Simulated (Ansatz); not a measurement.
Runs of Ansatz 0.2.0 on Te2Pt (Moncheite). Symmetry: P-3m1, No. 164, trigonal system. Conventional cell: a = 4.010 Å, b = 4.010 Å, c = 5.201 Å, α = 90.00°, β = 90.00°, γ = 120.00°. Pt (site symmetry -3m) has 6 Te at 2.66 Å as nearest neighbours. Around Te (site symmetry 3m) lie 3 Pt at 2.66 Å. 

| level | cutoff (eV) | screening (1/Å) | share of exact exchange | gap on the mesh (eV) | pressure (GPa) | largest force (eV/Å) |
| --- | --- | --- | --- | --- | --- | --- |
| r2SCANh | 500 | - | - | none | 5.8 | 0.54 |
| HSE06 form with a typed share of exact exchange | 420 | 0.15 | 0.25 | none | (b) | (c) |
| HSE06 form with a typed share of exact exchange | 420 | 0.4 | 0.25 | none | 5.7 | 0.54 |
| HSE06 form with a typed share of exact exchange | 420 | 0.6 | 0.25 | none | 6.5 | 0.62 |
| r2SCAN0 | 500 | - | - | none | (a) | 0.34 |

Alike in all rows: task single point; potentials or basis Ansatz PAW; no spin polarisation; cell as given; k mesh 4 × 4 × 3; smearing fermi-dirac 0.05 eV; the mesh is coarse, so values aren't converged.

Task: Estimate the missing entries.

Result: (a) 4.0; (b) 4.6; (c) 0.44.

Caveats: all runs use coarse meshes; the PAW data sets come from PBE, with cores solved anew for the run's functional, which leaves a small shift of forces and pressure; the thresholds are loose for stress.

A k mesh can miss the band edges, and the runs leave out spin-orbit coupling on Pt, Te.

A gap of «none» marks a metal or a gap under the smearing width.
